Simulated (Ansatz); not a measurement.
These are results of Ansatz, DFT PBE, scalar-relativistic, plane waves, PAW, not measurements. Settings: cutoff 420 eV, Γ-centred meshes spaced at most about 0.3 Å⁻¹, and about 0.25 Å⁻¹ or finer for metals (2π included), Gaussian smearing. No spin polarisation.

Temperature and zero-point effects are left out.

Task: Which of these relaxed structures of Hf₃N is the lowest in energy?
A.

```cif
data_structure
_symmetry_space_group_name_H-M 'Pm-3m'
_symmetry_Int_Tables_number 221
_cell_length_a 4.3960
_cell_length_b 4.3960
_cell_length_c 4.3960
_cell_angle_alpha 90.000
_cell_angle_beta 90.000
_cell_angle_gamma 90.000
_cell_volume 84.95
loop_
_atom_site_label
_atom_site_type_symbol
_atom_site_symmetry_multiplicity
_atom_site_Wyckoff_symbol
_atom_site_fract_x
_atom_site_fract_y
_atom_site_fract_z
_atom_site_occupancy
Hf1 Hf 3 d 0.50000 0.00000 0.00000 1
N1 N 1 a 0.00000 0.00000 0.00000 1
```

B.

```cif
data_structure
_symmetry_space_group_name_H-M 'P6_3/mmc'
_symmetry_Int_Tables_number 194
_cell_length_a 5.9684
_cell_length_b 5.9684
_cell_length_c 5.8553
_cell_angle_alpha 90.000
_cell_angle_beta 90.000
_cell_angle_gamma 120.000
_cell_volume 180.63
loop_
_atom_site_label
_atom_site_type_symbol
_atom_site_symmetry_multiplicity
_atom_site_Wyckoff_symbol
_atom_site_fract_x
_atom_site_fract_y
_atom_site_fract_z
_atom_site_occupancy
Hf1 Hf 6 g 0.50000 0.00000 0.00000 1
N1 N 2 c 0.33333 0.66667 0.25000 1
```

C.

```cif
data_structure
_symmetry_space_group_name_H-M 'P6_3/mmc'
_symmetry_Int_Tables_number 194
_cell_length_a 5.7359
_cell_length_b 5.7359
_cell_length_c 4.9414
_cell_angle_alpha 90.000
_cell_angle_beta 90.000
_cell_angle_gamma 120.000
_cell_volume 140.80
loop_
_atom_site_label
_atom_site_type_symbol
_atom_site_symmetry_multiplicity
_atom_site_Wyckoff_symbol
_atom_site_fract_x
_atom_site_fract_y
_atom_site_fract_z
_atom_site_occupancy
Hf1 Hf 6 h 0.83155 0.66310 0.25000 1
N1 N 2 c 0.33333 0.66667 0.25000 1
```

D.

```cif
data_structure
_symmetry_space_group_name_H-M 'Pm-3n'
_symmetry_Int_Tables_number 223
_cell_length_a 5.2349
_cell_length_b 5.2349
_cell_length_c 5.2349
_cell_angle_alpha 90.000
_cell_angle_beta 90.000
_cell_angle_gamma 90.000
_cell_volume 143.46
loop_
_atom_site_label
_atom_site_type_symbol
_atom_site_symmetry_multiplicity
_atom_site_Wyckoff_symbol
_atom_site_fract_x
_atom_site_fract_y
_atom_site_fract_z
_atom_site_occupancy
Hf1 Hf 6 c 0.00000 0.50000 0.25000 1
N1 N 2 a 0.00000 0.00000 0.00000 1
```

Result: A. The next of these, B, lies 0.32 eV/atom higher. Forms: A anti-ReO3 type, Pm-3m; B P6_3/mmc; D A15 type, Pm-3n; C Ni3Sn (D0_19) type, P6_3/mmc. Counting Hf atoms around N (those within 1.25 times the shortest such distance or 1.15 times the sum of covalent radii, 1.27 where that leaves under three; the shortest distance is added where it exceeds 1.18 times the sum of covalent radii): A has N 6; B has N 6; D has N 12 from 2.9 Å; C has N 12. All come from invented guesses.

These runs have no spin–orbit coupling, which can matter for Hf. Cells relaxed within their symmetry can be saddle points. Some candidate types were left out of the draw beforehand, so a known form may be missing.
